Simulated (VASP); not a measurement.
# As (I4_1/amd) in VASP: further runs

Runs on As. Level: PBE. Tasks: single point, relaxation of cell and atoms.

All numbers are computed with VASP 6.6.1; they aren't measurements. Logs are shortened: lines on timing, memory, paths and dates and some standing lists are left out, and cuts for length are marked.

## 1. Starting point

Symmetry: I4_1/amd, No. 141, tetragonal system. Conventional cell: a = 3.483 Å, b = 3.483 Å, c = 14.119 Å, α = 90.00°, β = 90.00°, γ = 90.00°. Around As (site symmetry 2mm) lie 6 As at 2.68 to 3.02 Å.

The cell was built by a generator and needn't be a form met in nature.

## 2. Single point, PBE

File INCAR:

```
PREC = Accurate
ENCUT = 520
EDIFF = 1E-7
ISMEAR = 0
SIGMA = 0.1
LREAL = False
LASPH = True
NELM = 100
ALGO = Normal
ISIF = 2
LWAVE = False
LCHARG = False
GGA = PE
NBANDS = 18
```

File KPOINTS:

```
Automatic mesh
0
Gamma
  8 8 8
```

File POSCAR:

```
As
1.0
   -1.7415516494      1.7415516494      7.0596557337
    1.7415516494     -1.7415516494      7.0596557337
    1.7415516494      1.7415516494     -7.0596557337
As
4
Direct
    0.7874305263      0.7874305263      0.0000000000
    0.5374305263      0.0374305263      0.5000000000
    0.9625694737      0.4625694737      0.5000000000
    0.2125694737      0.2125694737      0.0000000000
```

Potentials or basis: VASP PAW PBE potentials, release 64 (As).

The run is started by

```
$ cat potpaw_PBE.64/As/POTCAR > POTCAR
$ mpirun -np 1 vasp_std > vasp.out
```

OUTCAR:

```text
PREC = Accurate
   ENCUT = 520
   EDIFF = 1E-7
   ISMEAR = 0
   LREAL = False
   LASPH = True
   NELM = 100
   ISIF = 2
   GGA = PE

 ion  position               nearest neighbor table
   1  0.787  0.787  0.000-   4 2.68   4 2.68   4 2.68   4 2.68
   2  0.537  0.037  0.500-   3 2.68   3 2.68   3 2.68   3 2.68
   3  0.963  0.463  0.500-   2 2.68   2 2.68   2 2.68   2 2.68
   4  0.213  0.213  0.000-   1 2.68   1 2.68   1 2.68   1 2.68

  LATTYP: Found a body centered tetragonal cell.
 ALAT       =     3.4831032988
 C/A-ratio  =     4.0536585499

  Lattice vectors:

 A1 = (  -1.7415516494,   1.7415516494,   7.0596557337)
 A2 = (   1.7415516494,  -1.7415516494,   7.0596557337)
 A3 = (   1.7415516494,   1.7415516494,  -7.0596557337)

Analysis of symmetry for initial positions (statically):
=====================================================================
 Subroutine PRICEL returns:
 Original cell was already a primitive cell.

 Routine SETGRP: Setting up the symmetry group for a
 body centered tetragonal supercell.

 Subroutine GETGRP returns: Found 16 space group operations
 (whereof  8 operations were pure point group operations)
 out of a pool of 16 trial point group operations.

The static configuration has the point symmetry D_2d.
 The point group associated with its full space group is D_4h.

Analysis of symmetry for dynamics (positions and initial velocities):
=====================================================================
 Subroutine PRICEL returns:
 Original cell was already a primitive cell.

 Routine SETGRP: Setting up the symmetry group for a
 body centered tetragonal supercell.

 Subroutine GETGRP returns: Found 16 space group operations
 (whereof  8 operations were pure point group operations)
 out of a pool of 16 trial point group operations.

The dynamic configuration has the point symmetry D_2d.
 The point group associated with its full space group is D_4h.

 Subroutine INISYM returns: Found 16 space group operations
 (whereof  8 operations are pure point group operations),
 and found     1 'primitive' translations

----------------------------------------------------------------------------------------

                                     Primitive cell

  volume of cell :      85.6478

  direct lattice vectors                    reciprocal lattice vectors
    -1.741551649  1.741551649  7.059655734     0.000000000  0.287100299  0.070824983
     1.741551649 -1.741551649  7.059655734     0.287100299  0.000000000  0.070824983
     1.741551649  1.741551649 -7.059655734     0.287100299  0.287100299  0.000000000

  length of vectors
     7.476947464  7.476947464  7.476947464     0.295707220  0.295707220  0.406021137

  position of ions in fractional coordinates (direct lattice)
     0.787430526  0.787430526  0.000000000
     0.537430526  0.037430526  0.500000000
     0.962569474  0.462569474  0.500000000
     0.212569474  0.212569474  0.000000000

  ion indices of the primitive-cell ions
   primitive index   ion index
                 1           1
                 2           2
                 3           3
                 4           4

----------------------------------------------------------------------------------------

 KPOINTS: Automatic mesh

Automatic generation of k-mesh.
 Grid dimensions read from file:
 generate k-points for:    8    8    8

 Generating k-lattice:

  Cartesian coordinates                     Fractional coordinates (reciprocal lattice)
     0.000000000  0.035887537  0.008853123     0.125000000  0.000000000 -0.000000000
     0.035887537  0.000000000  0.008853123     0.000000000  0.125000000 -0.000000000
     0.035887537  0.035887537  0.000000000     0.000000000  0.000000000  0.125000000

  Length of vectors
     0.036963403  0.036963403  0.050752642

  Shift w.r.t. Gamma in fractional coordinates (k-lattice)
     0.000000000  0.000000000  0.000000000

 Subroutine IBZKPT returns following result:
 ===========================================

 Found     59 irreducible k-points:

 Following reciprocal coordinates:
            Coordinates               Weight
  0.000000  0.000000  0.000000      1.000000
  0.125000 -0.000000  0.000000      8.000000
  0.250000 -0.000000  0.000000      8.000000
  0.375000  0.000000  0.000000      8.000000
  0.500000 -0.000000  0.000000      4.000000
  0.125000  0.125000  0.000000      8.000000
[... 16 lines left out ...]
  0.250000  0.125000  0.125000     16.000000
  0.375000  0.125000  0.125000      8.000000
 [... further k-points ...]
   k-points           NKPTS =     59   k-points in BZ     NKDIM =     59   number of bands    NBANDS=     18
   number of dos      NEDOS =    301   number of ions     NIONS =      4
   total plane-waves  NPLWV = 175616
   dimension x,y,z NGX =    56 NGY =   56 NGZ =   56
   dimension x,y,z NGXF=   112 NGYF=  112 NGZF=  112
   ions per type =               4
   NGX,Y,Z   is equivalent  to a cutoff of  12.45, 12.45, 12.45 a.u.
   NGXF,Y,Z  is equivalent  to a cutoff of  24.90, 24.90, 24.90 a.u.
 SYSTEM =  unknown system
   PREC   = accura    normal or accurate (medium, high low for compatibility)
   ISTART =      0    job   : 0-new  1-cont  2-samecut
   ICHARG =      2    charge: 1-file 2-atom 10-const
   ISPIN  =      1    spin polarized calculation?
   LNONCOLLINEAR =      F non collinear calculations
   LSORBIT =      F    spin-orbit coupling
   LASPH  =      T    aspherical Exc in radial PAW
   ENCUT  =  520.0 eV  38.22 Ry    6.18 a.u.  13.90 13.90 13.90*2*pi/ulx,y,z
   NELM   =    100;   NELMIN=  2; NELMDL= -5     # of ELM steps
   EDIFF  = 0.1E-06   stopping-criterion for ELM
   LREAL  =      F    real-space projection
   EDIFFG = 0.1E-05   stopping-criterion for IOM
   NSW    =      0    number of steps for IOM
   IBRION =     -1    ionic relax: 0-MD 1-quasi-New 2-CG
   NFREE  =      0    steps in history (QN), initial steepest desc. (CG)
   ISIF   =      2    stress and relaxation
   ISYM   =      2    0-nonsym 1-usesym 2-fastsym
   POTIM  = 0.5000    time-step for ionic-motion
   TEBEG  =    0.0;   TEEND  =   0.0 temperature during run
   PSTRESS=    0.0 pullay stress
   NELECT =      20.0000    total number of electrons
   NUPDOWN=      -1.0000    fix difference up-down
   EMIN   =  10.00;   EMAX   =-10.00  energy-range for DOS
   EFERMI =   0.00;   METHOD = LEGACY
   ISMEAR =     0;   SIGMA  =   0.10  broadening in eV -4-tet -1-fermi 0-gaus
   EFERMI_NEDOS =   21; number of points for ismear=-14 and -15
   IALGO  =     38    algorithm
   IMIX   =      4    mixing-type and parameters
     AMIX     =   0.40;   BMIX     =  1.00
     AMIX_MAG =   1.60;   BMIX_MAG =  1.00
  volume/ion in A,a.u.               =      21.41       144.49
  Fermi-wavevector in a.u.,A,eV,Ry     =   1.008121  1.905073 13.827715  1.016308
  Thomas-Fermi vector in A             =   2.140968
   LORBIT       =      0    0 simple, 1 ext, 2 COOP (PROOUT), +10 PAW based schemes
   GGA     = PE    functional components
   LHFCALC =     F    Hartree Fock is set to
   AEXX    =    0.0000 exact exchange contribution
   IVDW    =     0    specifies the selected vdW correction
   LEPSILON=     F    determine dielectric tensor
   LRPA    =     F    only Hartree local field effects (RPA)
 non-spin polarized calculation
 Gauss-broadening in eV      SIGMA  =   0.10
  energy-cutoff  :      520.00
  volume of cell :       85.65
 maximum number of plane-waves:      2346
   NGX = 27   NGY = 27   NGZ = 27

 number of electron      19.9999998 magnetization

 Free energy of the ion-electron system (eV)
  ---------------------------------------------------
  ext. energy  EPLUGINS =         0.00000000
  ---------------------------------------------------
  free energy    TOTEN  =       -17.53903219 eV

  energy without entropy =      -17.52754509  energy(sigma->0) =      -17.53328864

 E-fermi :   4.9610     XC(G=0): -10.0611

 val. band max:        4.9600197487   @ k =   0.2500   0.1250   0.1250
 cond. band min:       4.9732835453   @ k =   0.2500   0.2500   0.1250
 fundamental gap:      0.0132637967
 Fermi energy:         4.9610104656

 k-point     1 :       0.0000    0.0000    0.0000
  band No.  band energies     occupation
      1      -9.4585      2.00000
      2      -8.2071      2.00000
      3      -4.3867      2.00000
      4      -0.9090      2.00000
      5       2.9872      2.00000
      6       2.9872      2.00000
[... 10 lines left out ...]
     17      10.0250      0.00000
     18      10.5357      0.00000

 k-point     2 :       0.1250   -0.0000    0.0000
  band No.  band energies     occupation
      1      -9.2719      2.00000
      2      -8.0490      2.00000
      3      -4.3312      2.00000
      4      -1.5280      2.00000
      5       1.2608      2.00000
      6       2.7096      2.00000
[... 10 lines left out ...]
     17      10.4260      0.00000
     18      11.3503      0.00000

 k-point     3 :       0.2500   -0.0000    0.0000
  band No.  band energies     occupation
      1      -8.7172      2.00000
      2      -7.5787      2.00000
      3      -4.3950      2.00000
      4      -2.9637      2.00000
      5      -0.1387      2.00000
      6       2.4480      2.00000
[... 10 lines left out ...]
     17      12.0568      0.00000
     18      12.6663      0.00000

 k-point     4 :       0.3750    0.0000    0.0000
  band No.  band energies     occupation
      1      -7.8171      2.00000
      2      -6.8172      2.00000
      3      -5.1841      2.00000
      4      -4.4439      2.00000
      5      -0.3098      2.00000
      6       2.0359      2.00000
[... 375 lines left out ...]
      4      -3.3031      2.00000
      5       0.4819      2.00000
      6       0.6213      2.00000
[... 10 lines left out ...]
     17      11.1290      0.00000
     18      13.4399      0.00000

 k-point    23 :       0.2500    0.1250    0.1250
  band No.  band energies     occupation
      1      -7.1473      2.00000
      2      -6.1883      2.00000
      3      -4.7750      2.00000
      4      -4.1907      2.00000
      5       0.0121      2.00000
      6       0.5248      2.00000
[... 10 lines left out ...]
     17      11.6418      0.00000
     18      14.0187      0.00000

 k-point    24 :       0.3750    0.1250    0.1250
  band No.  band energies     occupation
      1      -6.2161      2.00000
      2      -5.7263      2.00000
      3      -5.4663      2.00000
      4      -4.9440      2.00000
      5       0.3371      2.00000
      6       0.7921      2.00000
[... 10 lines left out ...]
     17      12.5168      0.00000
     18      13.4026      0.00000

 [... further k-points ...]
[... 5 lines left out ...]
  --------------------------------------------------------------------------------------
  -------------------------------------------------------------------------------------
  Total        0.0641608      0.0641608      0.0116377      0.0000000      0.0000000      0.0000000
  in kB        1.2002285      1.2002285      0.2177014      0.0000000      0.0000000      0.0000000
  external PRESSURE =       0.8727195 kB  Pullay stress =       0.0000000 kB

 VOLUME and BASIS-vectors are now :
 -----------------------------------------------------------------------------
  energy-cutoff  :      520.00
  volume of cell :       85.65
      direct lattice vectors                 reciprocal lattice vectors
    -1.741551649  1.741551649  7.059655734     0.000000000  0.287100299  0.070824983
     1.741551649 -1.741551649  7.059655734     0.287100299  0.000000000  0.070824983
     1.741551649  1.741551649 -7.059655734     0.287100299  0.287100299  0.000000000

 POSITION                                       TOTAL-FORCE (eV/Angst)
 -----------------------------------------------------------------------------------
      0.00000      0.00000     11.11798         0.000000     -0.000000      0.005478
      0.00000      1.74155      0.52849        -0.000000      0.000000      0.005478
      0.00000      1.74155      6.53116        -0.000000      0.000000     -0.005478
      0.00000      0.00000      3.00133         0.000000     -0.000000     -0.005478
 -----------------------------------------------------------------------------------
    total drift:                               -0.000000      0.000000     -0.000000

  FREE ENERGIE OF THE ION-ELECTRON SYSTEM (eV)
  ---------------------------------------------------
  free  energy   TOTEN  =       -17.5390321885 eV

  energy  without entropy=      -17.5275450936  energy(sigma->0) =      -17.53328864
```

It took 86 s on 1 thread of Intel Xeon 6975P-C (Granite Rapids), shared host; peak memory 0.42 GiB.

Results:

```yaml
Free_energy: -17.5390 eV
Pressure: 0.1 GPa
Largest_force: 0.005 eV/Å
Band_gap_on_the_k_mesh: none (metal or under the smearing width)
```

Forces in eV/Å, atoms in the order of the input:
```
As   0.000  0.000  0.005
As   0.000  0.000  0.005
As   0.000  0.000 -0.005
As   0.000  0.000 -0.005
```

Levels at points of the mesh, in eV from the Fermi level:
```
           k point  band 6  band 7  band 8  band 9  band 10  band 11  band 12  band 13  band 14  band 15
(0.00, 0.00, 0.00)   -1.97   -1.87   -1.87   -1.70    -1.60     1.02     2.19     4.52     4.52     4.60
(0.50, 0.00, 0.00)   -4.08   -1.89   -0.94    0.20     0.85     1.02     1.58     2.41     3.04     3.29
(0.50, 0.50, 0.00)   -5.65   -5.41   -5.41   -1.62    -1.62    -0.19    -0.19     1.91     1.91     4.46
(0.50, 0.50, 0.50)   -2.38   -1.69   -1.69   -1.30    -1.30     2.16     2.16     3.36     3.36     4.50
```

## 3. Relaxation of cell and atoms, PBE

This run uses another cell than the first one, of 15.65 Å³/atom, 0.731 times its volume.

File INCAR:

```
ALGO = Fast
EDIFF = 1E-7
EDIFFG = -0.04
ENCUT = 600
GGA = PE
IBRION = 2
ISIF = 3
ISMEAR = 0
LASPH = True
LCHARG = False
LREAL = False
LWAVE = False
NELM = 100
NSW = 90
PREC = Accurate
SIGMA = 0.1
```

File KPOINTS:

```
k-points
0
Gamma
  8 8 8
```

File POSCAR:

```
As
1.0
   -1.6408486100      1.6408486100      5.8123884400
    1.6408486100     -1.6408486100      5.8123884400
    1.6408486100      1.6408486100     -5.8123884400
As
4
Direct
    0.7924530000      0.7924530000      0.0000000000
    0.5424530000      0.0424530000      0.5000000000
    0.9575470000      0.4575470000      0.5000000000
    0.2075470000      0.2075470000      0.0000000000
```

Potentials or basis: VASP PAW PBE potentials, release 64 (As).

The run is started by

```
$ cat potpaw_PBE.64/As/POTCAR > POTCAR
$ mpirun -np 1 vasp_std > vasp.out
```

It took 13 min on 1 thread of Intel Xeon 6975P-C (Granite Rapids), shared host; peak memory 0.39 GiB.

It converged, with:

* Free energy: -17.5375 eV
* Relaxed volume: 21.53 Å³/atom
* Relaxed cell: a = 7.501 Å, b = 7.501 Å, c = 7.501 Å, α = 153.12°, β = 153.12°, γ = 38.37°
* Space group after relaxing (to 0.05 Å): I4_1/amd (No. 141)
* Energy gained by relaxing: 493.2 meV/atom
* Ionic steps: 17
* Pressure after relaxing: -0.1 GPa
* Largest force after relaxing: 0.027 eV/Å
* Band gap on the k mesh: none (metal or under the smearing width)

Forces on the atoms (eV/Å):
```
As   0.000  0.000  0.027
As   0.000  0.000  0.027
As   0.000  0.000 -0.027
As   0.000  0.000 -0.027
```

Stress tensor (GPa, compression positive):
```
-0.12  0.00  0.00
 0.00 -0.12  0.00
 0.00  0.00 -0.21
```

Step by step:
```csv
step,energy change (eV),largest force (eV/Å),pressure (GPa),volume (Å³)
1,0.0000,0.1396,37.83,62.60
2,-1.1865,0.1035,-9.57,102.39
3,-1.8760,0.0981,-0.22,83.13
4,-1.8758,0.0995,0.17,82.68
5,-1.9041,0.1213,0.25,82.70
6,-1.9388,0.2224,0.74,82.66
7,-1.9336,0.1124,2.59,82.30
8,-1.9427,0.1814,1.73,82.50
9,-1.9620,0.1743,0.21,84.77
10,-1.9644,0.1685,-0.42,85.83
11,-1.9694,0.0882,-0.10,85.78
12,-1.9708,0.0222,0.17,85.74
13,-1.9708,0.0173,0.19,85.74
14,-1.9718,0.0130,-0.06,86.07
15,-1.9721,0.0076,-0.30,86.38
16,-1.9727,0.0127,-0.20,86.21
17,-1.9728,0.0266,-0.15,86.11
```

Final structure:
```cif
data_structure
_symmetry_space_group_name_H-M 'P 1'
_symmetry_Int_Tables_number 1
_cell_length_a 7.5012
_cell_length_b 7.5012
_cell_length_c 7.5012
_cell_angle_alpha 153.125
_cell_angle_beta 153.125
_cell_angle_gamma 38.373
_cell_volume 86.11
loop_
_atom_site_label
_atom_site_type_symbol
_atom_site_fract_x
_atom_site_fract_y
_atom_site_fract_z
_atom_site_occupancy
As1 As 0.78711 0.78711 0.00000 1
As2 As 0.53711 0.03711 0.50000 1
As3 As 0.96289 0.46289 0.50000 1
As4 As 0.21289 0.21289 0.00000 1
```

Levels at points of the mesh, in eV from the Fermi level:
```
           k point  band 6  band 7  band 8  band 9  band 10  band 11  band 12  band 13  band 14
(0.00, 0.00, 0.00)   -1.97   -1.87   -1.87   -1.71    -1.56     0.97     2.21     4.54     4.54
(0.50, 0.00, 0.00)   -4.03   -1.88   -0.95    0.22     0.85     1.02     1.56     2.41     3.04
(0.50, 0.50, 0.00)   -5.64   -5.40   -5.40   -1.58    -1.58    -0.19    -0.19     1.95     1.95
(0.50, 0.50, 0.50)   -2.36   -1.70   -1.70   -1.32    -1.32     2.14     2.14     3.41     3.41
```

Caveat: the volume moved by over 15 % at a fixed basis, so the end points are rough.
